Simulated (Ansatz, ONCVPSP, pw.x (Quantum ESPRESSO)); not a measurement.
# What a changed setting does to a pw.x run (bcc P)

Potential: optimised norm-conserving Vanderbilt (ONCV), ONCVPSP 4.0.1.1 (patched build), PBE; core [Ne], reference 3s2 3p3; waves: 3s: rc 1.50 bohr, ncon 4, nbas 8, qcut 5.4 1/bohr, 1 projector; 3p: rc 1.65 bohr, ncon 4, nbas 8, qcut 5.5 1/bohr, 1 projector; d scattering state at 0.04 Ha: rc 1.40 bohr, ncon 4, nbas 9, qcut 10.2 1/bohr, 2 projectors, debl 0.5 Ha; local part: polynomial inside 1.05 bohr (lpopt 5, dvloc0 -1 Ha); core correction: polynomial model core, fcfact 0.75.

The reference run (k-mesh 15³, cutoffs 50/200 Ry, Fermi–Dirac 0.01 Ry, mixing_beta 0.4, conv_thr 1e-9, no spin) gives -1.41 GPa at 14.308 Å³/atom, where all-electron LAPW gives -0.58 GPa. This run, with its own iteration cap, changes smearing to mv.

```
&control
  calculation='scf', prefix='x', pseudo_dir='./', outdir='./tmp', tstress=.true., disk_io='none'
/
&system
  ibrav=0, nat=1, ntyp=1, ecutwfc=50, ecutrho=200, nbnd=9,
  occupations='smearing', smearing='mv', degauss=0.01
/
&electrons
  conv_thr=1e-09, mixing_beta=0.4, electron_maxstep=60
/
ATOMIC_SPECIES
P 1.0 P.UPF
CELL_PARAMETERS angstrom
  -1.52934798 1.52934798 1.52934798
  1.52934798 -1.52934798 1.52934798
  1.52934798 1.52934798 -1.52934798
ATOMIC_POSITIONS crystal
P 0.0000 0.0000 0.0000
K_POINTS automatic
15 15 15 0 0 0
```

```bash
pw.x < P.scf.in > P.scf.out
```

Question: How does the run end?

Answer: It converges in 6 iterations; the free energy moves by +15.7 meV/atom and the pressure by -0.21 GPa. This scheme is built to cancel the term in the square of the width that Fermi–Dirac smearing leaves in the F of a metal.

```
Message from routine setup:
     using ibrav=0 with symmetry is DISCOURAGED, use correct ibrav instead
     lattice parameter (alat)  =       5.0057  a.u.
     unit-cell volume          =      96.5552 (a.u.)^3
     number of electrons       =         5.00
     number of Kohn-Sham states=            9
     kinetic-energy cutoff     =      50.0000  Ry
     charge density cutoff     =     200.0000  Ry
     scf convergence threshold =      1.0E-09
     Exchange-correlation= PBE
     number of k points=   120  Marzari-Vanderbilt smearing, width (Ry)=  0.0100
     iteration #  1     ecut=    50.00 Ry     beta= 0.40
     total energy              =     -18.03426504 Ry
     estimated scf accuracy    <       0.00216749 Ry
     iteration #  2     ecut=    50.00 Ry     beta= 0.40
     total energy              =     -18.03421053 Ry
     estimated scf accuracy    <       0.00062897 Ry
     iteration #  3     ecut=    50.00 Ry     beta= 0.40
     total energy              =     -18.03426265 Ry
     estimated scf accuracy    <       0.00001155 Ry
     iteration #  4     ecut=    50.00 Ry     beta= 0.40
     total energy              =     -18.03426646 Ry
     estimated scf accuracy    <       0.00000006 Ry
     iteration #  5     ecut=    50.00 Ry     beta= 0.40
     total energy              =     -18.03426656 Ry
     estimated scf accuracy    <       0.00000001 Ry
     iteration #  6     ecut=    50.00 Ry     beta= 0.40
     the Fermi energy is    11.2354 ev
!    total energy              =     -18.03426656 Ry
     estimated scf accuracy    <          2.2E-10 Ry
     smearing contrib. (-TS)   =      -0.00005120 Ry
     The total energy is F=E-TS. E is the sum of the following terms:
     one-electron contribution =       5.95283481 Ry
     hartree contribution      =       0.21038532 Ry
     xc contribution           =      -8.45707229 Ry
     ewald contribution        =     -15.74036321 Ry
     convergence has been achieved in   6 iterations
          total   stress  (Ry/bohr**3)                   (kbar)     P=      -16.19
     Message from routine punch:
     Nothing written, as per user request (disk_io='none')
```

The run took about 11 s on one core of a shared host (Neoverse-N1, 64 threads, 498 GiB, load 20).
